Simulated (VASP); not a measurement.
CoSi, 8 atoms in the cell. The structure is cubic, space group P2_13 (No. 198). The conventional cell has a = 4.438 Å, b = 4.438 Å, c = 4.438 Å, α = 90.00°, β = 90.00°, γ = 90.00°. Around Co (site symmetry 3) lie 7 Si at 2.28 to 2.47 Å. Around Si (site symmetry 3) lie 7 Co at 2.28 to 2.47 Å. 

```yaml
Program: VASP 6.6.1
Task: single point
Functional: r2SCAN
Potentials_or_basis: VASP PAW PBE potentials, release 64 (Co, Si)
Cutoff: 520 eV
k_mesh: 5 × 5 × 5
Occupations: fermi-dirac, width 0.05 eV
Spin: collinear spin, ferromagnetic start
Starting_moments: "[2.0, 2.0, 2.0, 2.0, 0.0, 0.0, 0.0, 0.0] μB"
Hubbard_terms: Co d U = 4 eV
Further_INCAR_settings: ALGO = Normal; EDIFF = 1e-06
```

Potentials or basis: VASP PAW PBE potentials, release 64 (Co, Si).

Launch:

```sh
$ cat potpaw_PBE.64/Co/POTCAR potpaw_PBE.64/Si/POTCAR > POTCAR
$ mpirun -np 1 vasp_std > vasp.out
```

Hardware: 1 thread of Intel(R) Xeon(R) 6975P-C (Granite Rapids) (shared host).

Q: Estimate the wall time of this run.

A: Run time: 2.9 min on 1 thread of Intel(R) Xeon(R) 6975P-C (Granite Rapids) (shared host), peak memory 0.29 GiB. Counts: scf iterations 23, k points 11.
